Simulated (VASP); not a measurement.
# CdTe: band structure with TB-mBJ

CdTe:

```
Cd Te
1.0
     0.00000    3.24777    3.24777
     3.24777    0.00000    3.24777
     3.24777    3.24777    0.00000
Cd Te
1 1
Direct
  0.00000 0.00000 0.00000
  0.25000 0.25000 0.25000
```

The cell was built by a generator and needn't be a form met in nature.

| Quantity | Value |
| --- | --- |
| Program | VASP 6.6.1 |
| Task | band structure |
| Functional | TB-mBJ |
| Potentials or basis | VASP PAW PBE potentials, release 64 (Cd, Te) |
| Cutoff | 520 eV |
| k mesh | 6 × 6 × 6 |
| Occupations | gaussian, width 0.03 eV |
| Spin | spin-orbit coupling, no magnetisation |
| Further INCAR settings | ALGO = Normal; EDIFF = 1e-06; NBANDS = 32 |

| Item | Value |
| --- | --- |
| Valence electrons inside the program's atomic spheres | Cd 10.21; Te 3.54 |

Wall time 5.5 min on 1 thread of Intel(R) Xeon(R) 6975P-C (Granite Rapids) (shared host), peak memory 0.45 GiB.
